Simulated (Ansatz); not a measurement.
`FC(F)(F)[SiH2]Cl` + `O[SiH2]F` → `F[SiH2]O[SiH2]Cl` + `FC(F)F` at 600 K and 1 bar (ligand exchange at the Si–C bond).

Computed with Ansatz on PBE0-D4/def2-TZVP structures; ΔE is electronic, products minus reactants. CCSD(T)/CBS is the MP2 limit (def2-TZVPP, def2-QZVPP) plus CCSD(T) − MP2 in def2-TZVPP, frozen cores. This one scheme is used for every species. One conformer a species, not always the lowest.

```
           species  CCSD(T)/CBS energy (Eh)  H − E (kJ/mol)  S (J/(mol·K))
`FC(F)(F)[SiH2]Cl`              -1087.52884           145.4          442.1
        `O[SiH2]F`               -465.96250           127.7          331.4
`F[SiH2]O[SiH2]Cl`              -1215.52176           178.8          467.8
          `FC(F)F`               -338.02896            97.7          303.2
```

H − E and S are ideal-gas, rigid-rotor, harmonic terms from PBE0-D4/def2-TZVP, for one conformer and one mirror image of each species. 1 Eh = 2625.50 kJ/mol, R = 8.31446 J/(mol·K).

Q: By hand: ΔE, ΔH, ΔS and ΔG.

A: ΔE = (-1215.52176) + (-338.02896) − (-1087.52884) − (-465.96250) = -0.05938 Eh = -155.9 kJ/mol. Δ(H − E) = 178.8 + 97.7 − 145.4 − 127.7 = 3.4, so ΔH = -152.5 kJ/mol. ΔS = 467.8 + 303.2 − 442.1 − 331.4 = -2.5 J/(mol·K). ΔG = -152.5 − 600 × (-2.5)/1000 = -151.0 kJ/mol.

Q: By hand: the equilibrium constant, and the temperature at which ΔG would vanish if ΔH and ΔS stayed fixed.

A: log₁₀ K = −ΔG/(RT ln 10) = 13.1. ΔG = 0 at ΔH/ΔS = 61000 K, far beyond where these terms or the molecules hold.

The number of gas molecules stays the same, so ΔS is small and ΔH decides. A doubt of 5 kJ/mol in ΔE shifts log₁₀ K by 0.4 here. Other conformers and mirror images would add mixing entropy, several J/(mol·K) or more a flexible species. Modes under 60 cm⁻¹, often nearly free rotors, make the harmonic entropy too high. These are equilibria of isolated gas molecules and say nothing of rates. Largest T1 diagnostic: 0.012 (customary marks: 0.02 for closed shells, 0.045 for open ones).
